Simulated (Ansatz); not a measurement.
The system is BaS.

```
Ba S
1.0
     0.00000    3.19375    3.19375
     3.19375    0.00000    3.19375
     3.19375    3.19375    0.00000
Ba S
1 1
Direct
  0.00000 0.00000 0.00000
  0.50000 0.50000 0.50000
```

- Program: Ansatz 0.2.0
- Task: relaxation of cell and atoms
- Functional: PBEsol
- Potentials or basis: all-electron LAPW, scalar-relativistic
- Basis error allowed: 0.001 eV/atom
- k mesh: 7 × 7 × 7
- Occupations: fermi-dirac, width 0.05 eV
- Spin: no spin polarisation

At the start: volume 32.58 Å³/atom.

Task: Where does the relaxation end?

Result: Over 4 steps the energy falls by 3.1 meV/atom and the volume is 31.74 Å³/atom (-2.6 %); space group Fm-3m (No. 225, to 0.05 Å).

The path:
| step | energy change (eV) | largest force (eV/Å) | volume (Å³) |
| --- | --- | --- | --- |
| 1 | 0.0000 | 0.0000 | 65.15 |
| 2 | -0.0056 | 0.0000 | 62.96 |
| 3 | -0.0062 | 0.0000 | 63.49 |
| 4 | -0.0062 | 0.0000 | 63.49 |

Final structure:
```yaml
crystal:
  lattice:
    - [0.00000, 3.16631, 3.16631]
    - [3.16631, 0.00000, 3.16631]
    - [3.16631, 3.16631, 0.00000]
  atoms:
    - { symbol: Ba, position: [0.00000, 0.00000, 0.00000] }
    - { symbol: S, position: [0.50000, 0.50000, 0.50000] }
```
